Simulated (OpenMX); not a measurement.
## C under changes of volume

One of the cells (11.126 Å³/atom); the others are scaled copies at fixed shape and fractional positions:

```
CELL_PARAMETERS angstrom
1.24136 0.71670 8.33747
-1.24136 0.71670 8.33747
0.00000 -1.43339 8.33747
ATOMIC_POSITIONS crystal
C 0.08717 0.08717 0.08717
C 0.75385 0.75385 0.75385
C 0.24615 0.24615 0.24615
C 0.91283 0.91283 0.91283
```

This isn't the form of C at room conditions, which is graphite.

* Program: OpenMX 3.8.5
* Functional: PBE
* Potentials or basis: OpenMX 2013 PBE set, C6.0-s2p2d1, fixed grid of 21 × 21 × 21 points
* k mesh: 13 × 13 × 13
* Occupations: fermi-dirac, width 0.05 eV
* Spin: no spin polarisation

| volume (Å³/atom) | energy over the lowest point (meV/atom) | gap on the mesh (eV) | largest force (eV/Å) |
| --- | --- | --- | --- |
| 10.254 | ? | ? | ? |
| 10.472 | 19.86 | 1.24 | 0.086 |
| 10.690 | 6.85 | 1.23 | 0.079 |
| 11.126 | 0.00 | 1.20 | 0.071 |
| 11.345 | 5.02 | 1.18 | 0.063 |
| 11.563 | 14.90 | 1.17 | 0.058 |

Q: What does the run at 10.254 Å³/atom give?

A: Energy over the lowest point 40.12 meV/atom; gap on the mesh 1.26 eV; largest force 0.086 eV/Å.

Worked out: A Birch-Murnaghan fit of order 3 (a polynomial in V^(-2/3)) to the other rows has its minimum at 11.03 Å³/atom with B0 = V·E''(V) = 210 GPa and B' = 4.1 at fixed shape and positions, which overstates the stiffness. It gives 40.18 meV/atom at 10.254 Å³/atom, against the run's 40.12. A straight line through the other rows of the gap, of slope -0.738 eV per unit of ln V, extrapolates to 1.26 eV, against the run's 1.26.

Energies are extrapolated to zero smearing.

Caveats: an odd mesh through Γ misses points on the zone boundary, where band edges often lie; the basis of atomic orbitals isn't converged, which shifts pressures, moduli and gaps.
